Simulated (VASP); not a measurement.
Here is a VASP 6.6.1 calculation.

File INCAR:

```
  PREC = Accurate
  ENCUT = 600
  EDIFF = 1E-7
  ISMEAR = 0
  SIGMA = 0.03
  LREAL = False
  LASPH = True
  NELM = 80
  ALGO = Normal
  ISIF = 3
  LWAVE = False
  LCHARG = False
  GGA = PE
  IBRION = 2
  NSW = 90
  EDIFFG = -0.005
  KPAR = 2
```

The input KPOINTS:

```
regular mesh
0
Gamma
  9 9 7
```

POSCAR

```
Al2O3                                   
1.0
    2.4024316188      1.3870445418      4.3712475248
   -2.4024316188      1.3870445418      4.3712475248
    0.0000000000     -2.7740890837      4.3712475248
  Al              O             
     4     6
Direct
     0.3521383035161592    0.3521383035161592    0.3521383035161592
     0.1478616964838408    0.1478616964838408    0.1478616964838408
     0.6478616964838407    0.6478616964838407    0.6478616964838407
     0.8521383035161593    0.8521383035161593    0.8521383035161593
     0.5561991207858039    0.9438008792141961    0.2500000000000000
     0.2500000000000000    0.5561991207858039    0.9438008792141961
     0.9438008792141961    0.2500000000000000    0.5561991207858039
     0.4438008792141961    0.0561991207858039    0.7500000000000000
     0.7500000000000000    0.4438008792141961    0.0561991207858039
     0.0561991207858039    0.7500000000000000    0.4438008792141961
```

Potentials or basis: VASP PAW PBE potentials, release 64 (Al, O).

Run with:

```bash
$ cat potpaw_PBE.64/Al/POTCAR potpaw_PBE.64/O/POTCAR > POTCAR
$ mpirun -np 2 vasp_std > vasp.out
```

Problem. What does it give for the band gap on the k mesh?

Solution. 5.88 eV, direct.

Stress tensor (GPa, compression positive):
```
0.09 0.00 0.00
0.00 0.09 0.00
0.00 0.00 0.01
```

Caveat: the relaxation stopped at its first step, so nothing moved; an odd mesh through Γ misses points on the zone boundary, where band edges often lie. As with any semilocal functional, this PBE gap is likely too small.
